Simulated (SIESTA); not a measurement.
TiTe under changes of volume

One of the cells (20.463 Å³/atom); the others are scaled copies at fixed shape and fractional positions:

```
Te Ti
1.0
     3.84200    0.00000    0.00000
    -1.92100    3.32727    0.00000
     0.00000    0.00000    6.40300
Te Ti
2 2
Cartesian
  1.9210 1.1091 4.8022
  0.0000 2.2182 1.6007
  0.0000 0.0000 3.2015
  0.0000 0.0000 0.0000
```

| Item | Value |
| --- | --- |
| Program | SIESTA 5.4.2 |
| Functional | LDA |
| Potentials or basis | PseudoDojo 0.4 standard (LDA files) |
| Basis | DZP (energy shift 0.003 Ry; two zetas on semicore shells) |
| Grid cutoff | 800 Ry |
| Energy shift | 0.003 Ry |
| k mesh | 8 × 8 × 4 |
| Occupations | fermi-dirac, width 0.05 eV |
| Spin | no spin polarisation |

| volume (Å³/atom) | energy over the lowest point (meV/atom) | pressure (GPa) |
| --- | --- | --- |
| 19.235 | ? | ? |
| 19.644 | 29.72 | 7.8 |
| 20.054 | 13.56 | 5.1 |
| 20.463 | 3.88 | 2.7 |
| 20.872 | 0.00 | 0.5 |
| 21.281 | 1.38 | -1.4 |
| 21.691 | 7.40 | -3.1 |

What does the run at 19.235 Å³/atom give?

Energy over the lowest point 53.13 meV/atom; pressure 10.8 GPa.

Worked out: A Birch-Murnaghan fit of order 3 (a polynomial in V^(-2/3)) to the other rows has its minimum at 20.97 Å³/atom with B0 = V·E''(V) = 102 GPa and B' = 4.5 at fixed shape and positions, which overstates the stiffness. It gives 53.07 meV/atom at 19.235 Å³/atom, against the run's 53.13, and -dE/dV = 10.7 GPa, against 10.8.

Energies are extrapolated to zero smearing.

Caveats: the basis of atomic orbitals isn't converged, which shifts pressures, moduli and gaps.
